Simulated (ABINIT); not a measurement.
BN:

```
N B
1.0
     0.00000    1.81300    1.81300
     1.81300    0.00000    1.81300
     1.81300    1.81300    0.00000
N B
1 1
Cartesian
  0.9065 0.9065 0.9065
  0.0000 0.0000 0.0000
```

The cell is a database's computed one.

Base run:

* Program: ABINIT 10.8.3 (patched build)
* Functional: BLYP
* Potentials or basis: JTH PAW PBE v2.0
* Cutoff: 844 eV
* k mesh: 13 × 13 × 13
* Occupations: fermi-dirac, width 0.05 eV
* Spin: no spin polarisation

Its results: band gap on the k mesh 4.93 eV, indirect (least direct gap 8.87 eV).

Problem. The run is repeated on the same cell with these changes: functional from BLYP to TB-mBJ. What comes out?

Solution. Band gap on the k mesh 5.96 eV, indirect (least direct gap 10.36 eV).

Caveats: the constant c of TB-mBJ comes from the pseudo density here, which moves gaps by up to 0.3 eV between sets of potentials (some runs).

A k mesh can miss the band edges.
